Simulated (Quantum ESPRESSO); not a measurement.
# Au: phonons at U under several settings

```
CELL_PARAMETERS angstrom
0.00000 2.03500 2.03500
2.03500 0.00000 2.03500
2.03500 2.03500 0.00000
ATOMIC_POSITIONS crystal
Au 0.00000 0.00000 0.00000
```

All runs used Quantum ESPRESSO 7.5; potentials PseudoDojo 0.4.1 SR LDA standard; k mesh 11 × 11 × 11; no spin polarisation; cutoff 871 eV; occupations cold, width 0.2 eV.

```tsv
level	geometry	volume (Å³/atom)	pressure (GPa)	frequencies (cm⁻¹)
LDA	relaxed at 0 GPa	16.43	-0.4	60 91 128
LDA	relaxed at 5 GPa	16.08	4.3	68 101 138
LDA	relaxed at 10 GPa	15.76	9.0	75 110 147
LDA	relaxed at 20 GPa	15.22	18.7	88 127 164
LDA	relaxed at 40 GPa	?	38.3	?
```

Q: What stands in the row left open?

A: Volume 14.38 Å³/atom; frequencies 107 153 192 cm⁻¹.

Caveats: the q point doesn't lie on the k mesh, which can shift a metal's frequencies strongly unless the mesh is converged; the cell is more than 3 GPa from zero pressure, which shifts response properties (some runs).

For the row left open. Caveat: the cell is more than 3 GPa from zero pressure, which shifts response properties; the q point doesn't lie on the k mesh, which can shift a metal's frequencies strongly unless the mesh is converged.
